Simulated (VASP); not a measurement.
PbS (Galena):

```
Pb S
1.0
     0.00000    2.96575    2.96575
     2.96575    0.00000    2.96575
     2.96575    2.96575    0.00000
Pb S
1 1
Direct
  0.00000 0.00000 0.00000
  0.50000 0.50000 0.50000
```

| Property | Result |
| --- | --- |
| Program | VASP 6.6.1 |
| Task | relaxation of cell and atoms |
| Functional | r2SCAN |
| Potentials or basis | VASP PAW PBE potentials, release 64 (Pb_d, S) |
| Cutoff | 600 eV |
| k mesh | 8 × 8 × 8 |
| Occupations | gaussian, width 0.03 eV |
| Spin | no spin polarisation |

At the start: pressure 1.3 GPa; volume 26.09 Å³/atom.

**Question.** Where does the relaxation end?

**Answer.** Over 3 steps the energy falls by 2.4 meV/atom and the volume is 26.67 Å³/atom (+2.2 %); space group Fm-3m (No. 225, to 0.05 Å).

The path:
```tsv
step	energy change (eV)	largest force (eV/Å)	pressure (GPa)	volume (Å³)
1	0.0000	0.0000	1.31	52.17
2	-0.0040	0.0000	-0.50	53.80
3	-0.0048	0.0000	0.00	53.34
```

Final structure:
```
CELL_PARAMETERS angstrom
0.00000 2.98771 2.98771
2.98771 0.00000 2.98771
2.98771 2.98771 0.00000
ATOMIC_POSITIONS crystal
Pb 0.00000 0.00000 0.00000
S 0.50000 0.50000 0.50000
```

Caveat: the PAW data sets were made with another functional, which shifts forces and pressure a little.
